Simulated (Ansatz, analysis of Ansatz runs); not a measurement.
# Moving an added electron between Ti sites in TiO2 (Pbcn), part 2 of 2

Aim: the energy barrier that a trapped electron meets when it moves from one Ti atom to another one nearby in TiO2 (Pbcn). The model is a cell of 96 host atoms.

Ansatz 0.2.0; plane-wave PAW DFT, PBEsol+U; relaxation of all atoms of a supercell at fixed charge in a uniform background; PAW set soft_1.

So far. Step 2 (The cell without the carrier): The largest displacement from an ideal site is 0.022 Å. Step 3 (The electron on the first site): The largest changes of the moments are 0.66 μB on Ti62, 0.02 μB on Ti13 and 0.01 μB on Ti61. The largest part sits on the chosen site.

**4. The electron on the second site**

The same start is made on the second site, to get the end of the hop.

File B.relax/input.yaml:

```yaml
crystal:
  lattice:
    - [9.07692266, 0.0, 0.0]
    - [0.0, 10.99029839, 0.0]
    - [0.0, 0.0, 9.75820543]
  atoms:
    - { symbol: Ti, position: [0.249779, 0.335394, 0.374836] }
    - { symbol: Ti, position: [-0.000223, 0.414063, 0.124871] }
[... 16 atom lines left out ...]
    - { symbol: O, position: [0.380298, 0.435386, 0.786366] }
[... 27 atom lines left out ...]
    - { symbol: O, position: [0.385792, 0.557017, 0.540467] }
[... 14 atom lines left out ...]
    - { symbol: Ti, position: [0.499788, 0.414045, 0.624851] }
[... 3 atom lines left out ...]
    - { symbol: O, position: [0.619303, 0.43539, 0.963379] }
[... 21 atom lines left out ...]
    - { symbol: Ti, position: [0.499806, 0.585373, 0.874847], spin: 1.0 }
[... 5 atom lines left out ...]
    - { symbol: O, position: [0.619607, 0.555684, 0.700757] }
[... 1 atom line left out ...]
    - { symbol: O, position: [0.643085, 0.697954, 0.963761] }
total_charge: -1
basis:
  ecutwfc: 420
  xc_grid: 2
hamiltonian:
  xc: pbesol
  hubbard:
    sites: [{ species: Ti, l: d, u_eff: 4.5 }]
    projectors: ortho-atomic
  pseudopotentials: { kind: paw, azcp: { folder: soft_1 }, xc_functional: pbe }
kpoints:
  mp_grid: { grid: [1, 1, 1] }
magnetization:
  spin_polarized: true
  initial_magnetization: 1
  spin_locking: { lock_magnetization: hard }
scf:
  occupations: { method: fermi_dirac, width: 0.01 }
  max_iter: 120
  lower_state_search: "off"
output:
  forces: true
relax:
  f_tol: 0.015
  max_steps: 70
  escape_saddle: false
checkpoint:
  write: "../B.relax.run"
  compress: false
  write_wavefunctions: true
  write_every: 100000
```

Run with:

```bash
$ ansatz run input.yaml --threads 32 --pin off --max-ram 84787MiB --backend cuda --events-out ev --progress --plain --runs-dir out --max-vram 78GiB
```

Numbers of over 12 decimals in the logs are rounded to 6 here.

Log:

```text
[...]
Crystal: 96 atoms, lattice volume = 973.460 Å³
Basis set: ecut = 420 eV, 19055 PW (Γ), exchange–correlation on 128×150×144 points (8 copies of the dense FFT grid, shifted against one another)
Bands: 481, of which v1, the nominal top of the filled ones, is band 385 counted from 1 (384 counted from 0)
Symmetry: 1 space group operations
[...]
k-points: 1
[...]
Starting moments: Σ|m| = 1 μB on 1 of 96 sites
[...]
SCF iter   1: F=—  HF=-115070.026799 eV  |Δ(HF+E_count)|=         —  Δρ=4.52e-2 (↑4.51e-2 ↓4.52e-2)  dr2=8.19e1  dr2_m=1.20e-1  M=1.000 μB ∫|m|=1.237 μB  Hψ=3035
[...]
SCF iter   2: F=—  HF=-115060.696321 eV  |Δ(HF+E_count)|=    9.33e0  Δρ=2.27e-2 (↑2.27e-2 ↓2.21e-2)  dr2=1.56e1  dr2_m=1.19e-1  M=1.000 μB ∫|m|=1.264 μB  Hψ=1636
[...]
Per-site moments (μB) at R_I (Å): [(5.394374483692018e-5, 0.776593), (0.000172912, 0.781667), (0.000147806, 0.780817), [... 6 left out ...]
Free energy (F): -115062.846910 eV
[...]
Internal energy: -115062.846910 eV  (E = F + TS)
E sigma→0 (E₀):  -115062.846910 eV
Fermi energy:    11.671892 (↑ 11.675032, ↓ 10.921403) eV
[...]
--- Forces (eV/Å), atoms counted from 1 ---
  atom   1  Ti     0.00467764     0.00584356     0.00135035
  atom   2  Ti     0.00502049     0.00014084     0.00678011
  [... 4 atoms left out ...]
  [... 90 more lines of this table ...]
  max |Σ_I F_I| component: 3.00e-5 eV/Å
--- Band table (eV) ---
[...]
Occupation matrices written to <dir>
--- Relaxed structure (6 steps of the walk, 6 accepted, 0 SCFs on fresh bases) ---
  F+E_penalty+E_count = -115062.84691012 eV   max|allowed force component| = 1.449e-2 eV/Å
  atoms:
    - { symbol: Ti, position: [0.249984, 0.335300, 0.375537] }
    - { symbol: Ti, position: [-0.000254, 0.414511, 0.125154] }
    [... 4 atoms left out ...]
  [... 90 more lines of this table ...]
[key lines of the parts left out:]
SCF converged after 13 iterations
Magnetization: 1.0000 μB (385.0000 up, 384.0000 down)
```

Elapsed: 13 s, on 1 × NVIDIA GB200 with 32 threads of Arm Neoverse V2, shared host; peak memory 1.6 GiB.

Distances from Ti88 without and with the electron:

| atom | without (Å) | with (Å) |
| --- | --- | --- |
| O96 | 1.89 | 1.99 |
| O45 | 1.89 | 1.99 |
| O94 | 1.94 | 2.03 |
| O35 | 1.94 | 2.03 |
| O19 | 2.05 | 2.07 |
| O66 | 2.05 | 2.07 |

The largest changes of the moments are 0.67 μB on Ti88, 0.01 μB on Ti27 and 0.01 μB on Ti87. The largest part sits on the chosen site.

**5. Points on the line between the two structures**

All atoms move on the straight line between the two relaxed structures, 1.36 amu^1/2 Å long in mass-weighted terms. Each point starts from the state of the point before, once from either end, so that both localised states can be followed; the midpoint is also started with the carrier shared.

File A.x0500/input.yaml:

```yaml
crystal:
  lattice:
    - [9.07692266, 0.0, 0.0]
    - [0.0, 10.99029839, 0.0]
    - [0.0, 0.0, 9.75820543]
  atoms:
    - { symbol: Ti, position: [0.249977, 0.335283, 0.375517] }
    - { symbol: Ti, position: [-0.000461, 0.413745, 0.124862] }
[... 16 atom lines left out ...]
    - { symbol: O, position: [0.383307, 0.441615, 0.793582] }
[... 27 atom lines left out ...]
    - { symbol: O, position: [0.384525, 0.5595, 0.538533] }
[... 14 atom lines left out ...]
    - { symbol: Ti, position: [0.499458, 0.416227, 0.623517], spin: 1.0 }
[... 3 atom lines left out ...]
    - { symbol: O, position: [0.614659, 0.440848, 0.960635] }
[... 21 atom lines left out ...]
    - { symbol: Ti, position: [0.499055, 0.583331, 0.874825] }
[... 5 atom lines left out ...]
    - { symbol: O, position: [0.61721, 0.556047, 0.706359] }
[... 1 atom line left out ...]
    - { symbol: O, position: [0.638219, 0.695249, 0.960349] }
total_charge: -1
basis:
  ecutwfc: 420
  xc_grid: 2
hamiltonian:
  xc: pbesol
  hubbard:
    sites: [{ species: Ti, l: d, u_eff: 4.5 }]
    projectors: ortho-atomic
  pseudopotentials: { kind: paw, azcp: { folder: soft_1 }, xc_functional: pbe }
kpoints:
  mp_grid: { grid: [1, 1, 1] }
magnetization:
  spin_polarized: true
  initial_magnetization: 1
  spin_locking: { lock_magnetization: hard }
scf:
  occupations: { method: fermi_dirac, width: 0.01 }
  max_iter: 120
  lower_state_search: "off"
output:
  forces: true
  eigenvalues: true
  eigenstates: { localisation: true }
  write_density: true
  write_potential: true
  volumetric_format: npy
checkpoint:
  read: "../A.x0375.run"
  write: "../A.x0500.run"
  compress: false
  write_wavefunctions: true
  write_every: 100000
```

Log:

```text
[...]
Warning: checkpoint.read: the run can stay near the saved state's solution: 96 site(s) moved relative to the saved geometry (max |Δs| = 1.315e-3 fractional); [...]
[...]
device memory: the entry about to start is reckoned to put 6.7 GiB on a device that reports 172.4 GiB free (of which the cap on the GPU budget leaves the run 78.0 GiB)
GPU FFT provider: cuFFT
GPU libraries: cuBLAS 13.8.1, cuFFT 12.4.0, cuSOLVER 12.3.2
GPU matrix products: emulated (plane waves: as basis.precision tells), large ones in fixed point in workspaces of 1.00 GiB
Crystal: 96 atoms, lattice volume = 973.460 Å³
Basis set: ecut = 420 eV, 19055 PW (Γ), exchange–correlation on 128×150×144 points (8 copies of the dense FFT grid, shifted against one another)
Bands: 481, of which v1, the nominal top of the filled ones, is band 385 counted from 1 (384 counted from 0)
Symmetry: 1 space group operations
[...]
k-points: 1
[...]
Starting moments: Σ|m| = 1 μB on 1 of 96 sites; this step starts from the density that it was given
[...]
GPU buffer pool allocated for 345600 grid points (all kernels)
GPU transforms: local potential and band sums: pruned to the plane-wave sphere, on 64×75×72
[...]
iter 1 solved again at ethr=1.37e-6 eV; its pass at ethr=3.10e-3 eV (dr2=1.05e-2 eV) is discarded
[...]
SCF iter  21: F=-115062.613584 eV  HF=-115062.613584 eV  |Δ(HF+E_count)|=   4.86e-7  Δρ=1.11e-6 (↑1.11e-6 ↓9.16e-7)  dr2=3.13e-8  dr2_m=9.07e-10  M=1.000 μB ∫|m|=1.216 μB  Hψ=5591
SCF 1 converged in 21 iterations: F = -115062.613584 eV  dr2 = 3.13e-8
[...]
SCF converged after 21 iterations
[...]
Magnetization: 1.0000 μB (385.0000 up, 384.0000 down)
Absolute magnetization: 1.2081 μB (∫|ρ↑−ρ↓|, with the PAW one-centre terms)
[...]
Per-site moments (μB) at R_I (Å): [(0.00130225, 0.779424), (0.00185079, 0.779312), (0.000192939, 0.780445), [... 6 left out ...]
Free energy (F): -115062.613584 eV
[...]
Internal energy: -115062.613584 eV  (E = F + TS)
E sigma→0 (E₀):  -115062.613584 eV
Fermi energy:    11.860713 (↑ 11.862246, ↓ 10.900806) eV
[...]
--- Forces (eV/Å), atoms counted from 1 ---
  atom   1  Ti     0.22757691    -0.09696359     0.43258540
  atom   2  Ti    -0.01593251    -0.16316225     0.06899486
  [... 4 atoms left out ...]
  [... 90 more lines of this table ...]
  max |Σ_I F_I| component: 1.79e-5 eV/Å
--- Band table (eV) ---
[...]
Occupation matrices written to <dir>
```

Wall time 3.5 s (1 × NVIDIA GB200 with 32 threads); peak memory 1.3 GiB; 14 s of CPU time.

From eigenstates.tsv, first k-point; energies on the run's zero. The participation number counts the atoms that a state is spread over, of 96; bands count from 0.

| spin | band | energy (eV) | occupation | participation | largest share on | share |
| --- | --- | --- | --- | --- | --- | --- |
| down | 378 | 9.144 | 1.00 | 36.5 | O17 | 0.06 |
| down | 379 | 9.163 | 1.00 | 27.5 | O68 | 0.10 |
| down | 380 | 9.197 | 1.00 | 36.1 | O30 | 0.06 |
| down | 381 | 9.218 | 1.00 | 37.0 | O68 | 0.07 |
| down | 382 | 9.318 | 1.00 | 43.7 | O23 | 0.05 |
| down | 383 | 9.416 | 1.00 | 30.9 | O68 | 0.09 |
| down | 384 | 12.387 | 0.00 | 7.8 | Ti88 | 0.34 |
| down | 385 | 12.408 | 0.00 | 11.0 | Ti88 | 0.27 |
| down | 386 | 12.467 | 0.00 | 9.1 | Ti88 | 0.31 |
| down | 387 | 12.519 | 0.00 | 29.4 | Ti88 | 0.08 |
| down | 388 | 12.522 | 0.00 | 24.0 | Ti37 | 0.09 |
| up | 379 | 9.164 | 1.00 | 28.0 | O68 | 0.10 |
| up | 380 | 9.198 | 1.00 | 35.6 | O30 | 0.06 |
| up | 381 | 9.216 | 1.00 | 36.3 | O54 | 0.06 |
| up | 382 | 9.319 | 1.00 | 44.1 | O23 | 0.05 |
| up | 383 | 9.413 | 1.00 | 33.8 | O68 | 0.07 |
| up | 384 | 11.349 | 1.00 | 2.6 | Ti62 | 0.62 |
| up | 385 | 12.376 | 0.00 | 6.5 | Ti88 | 0.38 |
| up | 386 | 12.402 | 0.00 | 11.1 | Ti88 | 0.27 |
| up | 387 | 12.439 | 0.00 | 7.7 | Ti88 | 0.34 |
| up | 388 | 12.513 | 0.00 | 26.3 | Ti88 | 0.09 |
| up | 389 | 12.522 | 0.00 | 23.3 | Ti37 | 0.09 |

Under PBEsol+U (4.5 eV) at the zone centre alone, the highest filled state is spin up, spread over 3 of 96 atoms, and the lowest empty one, 1.03 eV above it, is spin up, spread over 6 of 96 atoms.

The largest moments in the atoms' spheres: Ti62 0.63, Ti13 0.03, Ti61 0.02, O19 -0.02, Ti63 0.01, O68 -0.01 μB.

Free energies from the first end:

| started from | fraction | energy (eV) | moment change on Ti62 (μB) | on Ti88 (μB) |
| --- | --- | --- | --- | --- |
| first site | 0 | 0.000 | 0.66 | 0.00 |
| first site | 0.125 | 0.016 | 0.65 | 0.00 |
| first site | 0.25 | 0.063 | 0.65 | 0.00 |
| first site | 0.375 | 0.140 | 0.64 | 0.00 |
| first site | 0.5 | 0.248 | 0.63 | 0.01 |
| first site | 0.625 | 0.387 | 0.61 | 0.01 |
| second site | 0.875 | 0.031 | 0.00 | 0.66 |
| second site | 0.75 | 0.077 | 0.01 | 0.65 |
| second site | 0.625 | 0.155 | 0.01 | 0.64 |
| second site | 0.5 | 0.262 | 0.01 | 0.63 |
| second site | 0.375 | 0.397 | 0.02 | 0.61 |
| shared | 0.5 | 0.262 | 0.01 | 0.63 |
| second site | 1 | 0.015 | 0.00 | 0.67 |

**6. Results**

| Property | Result |
| --- | --- |
| barrier forward | 0.26 eV |
| barrier backward | 0.24 eV |
| distance of the two sites without the carrier | 3.08 Å |
| carrier at the midpoint | on one site |

**Reading.** On this line the electron must cross about 0.26 eV to hop 3.08 Å; the ends differ by 0.015 eV, although the sites are alike, so the higher end has not found its lowest form and the barrier is uncertain by that much. The top lies between computed points: the barrier is read where straight lines through the two branches cross, near a fraction of 0.51. At the midpoint the lowest state found keeps the carrier on one site, so the two localised curves cross in a cusp. This suggests weak coupling and a hop slower than the barrier alone implies, though U itself penalises the shared state. The start with the carrier shared fell onto one site. With an assumed attempt frequency of 1e13 per second the rate at 300 K would be 5e+08 per second for this barrier, if every crossing succeeded. A straight line need not be the lowest path, so the true barrier at this U can be lower, or higher if the ends can still break their symmetry. No run compares the localised electron with one spread in the band, so its binding is unknown and the barrier may exceed it. The program's search for lower electronic states was switched off in all runs, so that each state is followed; none is shown to be the lowest at its structure. No image-charge correction is applied; it nearly cancels along the line while the charge stays localised. What this leaves open: sampling at the zone centre alone can move energies of charged and open-shell states by tenths of an eV or more in cells of this size; gap and trapping depend on the U chosen (Ti d 4.5 eV).

[Logs are printed without paths, hosts, clocks, repeated set-up lines and the standing remarks that a program may print on its own settings, such as how far it seeks lower states.]

[Hosts, paths, dates, database ids (printed as entryN), source tags and the programs' standing remarks are cut or masked in the printed files.]
